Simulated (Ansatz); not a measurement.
Write the native input for Ansatz 0.2.0 that does the following.

- Task: single point
- Functional: PBE
- Potentials or basis: Ansatz PAW
- Cutoff: 420 eV (not typed: the program's choice for these potentials)
- k mesh: 10 × 10 × 5
- Occupations: gaussian, width 0.022 eV
- Spin: no spin polarisation

Crystal: GaN.

```
Ga N
1.0
     3.18000    0.00000    0.00000
    -1.59000    2.75396    0.00000
     0.00000    0.00000    5.16600
Ga N
2 2
Direct
  0.66667 0.33333 0.50000
  0.33333 0.66667 0.00000
  0.66667 0.33333 0.87500
  0.33333 0.66667 0.37500
```

These files were run (other wordings do the same):

input.yaml

```yaml
crystal:
  lattice:
    - [3.18, 0.0, 0.0]
    - [-1.59, 2.753960784, 0.0]
    - [0.0, 0.0, 5.166]
  atoms:
    - { symbol: Ga, position: [0.6666666667, 0.3333333333, 0.5] }
    - { symbol: Ga, position: [0.3333333333, 0.6666666667, 0.0] }
    - { symbol: "N", position: [0.6666666667, 0.3333333333, 0.875] }
    - { symbol: "N", position: [0.3333333333, 0.6666666667, 0.375] }
hamiltonian:
  xc: pbe
  pseudopotentials: { kind: paw }
kpoints:
  mp_grid: { grid: [10, 10, 5] }
scf:
  occupations: { method: gaussian, width: 0.022 }
output:
  forces: true
  stress: true
  eigenvalues: true
  write_density: true
  write_potential: true
  elf: true
  volumetric_format: npy
```

Potentials or basis: Ansatz PAW.

Launch:

```bash
$ ansatz run input.yaml --threads 2 --pin off --max-ram 5632MiB --backend cpu --events-out ev --progress --plain --runs-dir out
```

It gave:

```
Pressure               : 7.3 GPa
Largest force          : 0.137 eV/Å
Band gap on the k mesh : 1.96 eV, direct
```

Caveat: odd divisions of the mesh miss points on the zone boundary, where band edges often lie, so the gap on the mesh can be too wide; the pressure holds a Pulay correction of +0.5 GPa for the finite cutoff.

It took 5.7 s on 2 threads of Intel(R) Xeon(R) Processor @ 2.50GHz (Skylake/Cascade Lake), with other jobs on the host, peak memory 0.38 GiB.
